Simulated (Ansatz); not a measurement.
**C2H4O2 (singlet): wave-function methods side by side, 6-31G**

Aim: climb from Hartree-Fock through coupled cluster and multireference methods for C2H4O2 (singlet) at one geometry and basis, and see what each rung misses.

Method: 6-31G, core rule «outside noble gas», up to 4 orbitals frozen; program: Ansatz 0.2.0, Gaussian basis.

The runs, in order: UHF; CCSD(T) on RHF; BCCD(T) on RHF; CISD; CCSDT(Q) on RHF; CASSCF and MRCISD+Q, 8 electrons in 8 orbitals; CASSCF and NEVPT2, 8 electrons in 8 orbitals.

18 further runs of the same task are left out: 18 set aside as unsound or not needed.

### 1 What is computed

The geometry is an MP2(full)/6-31G* stationary point (not a proven minimum).

8 atoms, charge 0, spin multiplicity 1.

Atoms are counted from 1 here; the program's logs count them from 0.

Bond lengths: C1–O2 1.217 Å, C1–O3 1.361 Å, C1–C5 1.500 Å, O3–H4 0.979 Å, C5–H6 1.088 Å, C5–H7 1.092 Å, C5–H8 1.092 Å. Angles: O2–C1–O3 122.6°, O2–C1–C5 126.4°, O3–C1–C5 111.0°, C1–O3–H4 105.4°, C1–C5–H6 109.3°, C1–C5–H7 109.7°, C1–C5–H8 109.7°, H6–C5–H7 110.2°, H6–C5–H8 110.2°, H7–C5–H8 107.7°.

### 2 UHF

Contents of in.yaml:

```yaml
crystal:
  periodic: [false, false, false]
  atoms:
    - {symbol: C, position_ang: [0.034785, 0.102973, 0.000000]}
    - {symbol: O, position_ang: [0.201169, 1.308497, 0.000000]}
    - {symbol: O, position_ang: [-1.201664, -0.466623, 0.000000]}
    - {symbol: H, position_ang: [-1.832861, 0.281995, 0.000000]}
    - {symbol: C, position_ang: [1.108561, -0.944335, 0.000000]}
    - {symbol: H, position_ang: [2.082974, -0.459722, 0.000000]}
    - {symbol: H, position_ang: [1.003446, -1.579940, 0.881747]}
    - {symbol: H, position_ang: [1.003446, -1.579940, -0.881747]}
basis:
  gaussian: {orbitals: 6-31G}
magnetization: {spin_polarized: true, initial_magnetization: 0}
hamiltonian: {xc: hf}
output: {orbitals: {seedname: orbitals}}
```

On the command line:

```console
ansatz run in.yaml --threads 1 --pin off --events-out ev --progress --plain --max-ram 4096MiB --backend cpu
```

After this run come: CCSD(T) on RHF; BCCD(T) on RHF; CISD; CCSDT(Q) on RHF; CASSCF and MRCISD+Q, 8 electrons in 8 orbitals; CASSCF and NEVPT2, 8 electrons in 8 orbitals.

Before running them: what should the planned runs give, taken together? Wanted: RCCSDT(Q) below the RHF energy; RMP2 from RCCSDT(Q); RCCSD from RCCSDT(Q); RCCSD(T) from RCCSDT(Q); MRCISD+Q frontier from RCCSDT(Q); T1 diagnostic.

**Answer**, as computed:

| quantity | value |
| --- | --- |
| RCCSDT(Q) below the RHF energy | -12.5282 eV |
| RMP2 from RCCSDT(Q) | +857.5 meV |
| RCCSD from RCCSDT(Q) | +393.8 meV |
| RCCSD(T) from RCCSDT(Q) | +57.7 meV |
| MRCISD+Q frontier from RCCSDT(Q) | +208.4 meV |
| levels within 1 kcal/mol (43 meV) | none |
| T1 diagnostic | 0.016 |

**Reading.** RCCSD(T) lands +57.7 meV from the yardstick (0.5 % of the correlation energy). These misses are within one basis, not against nature.
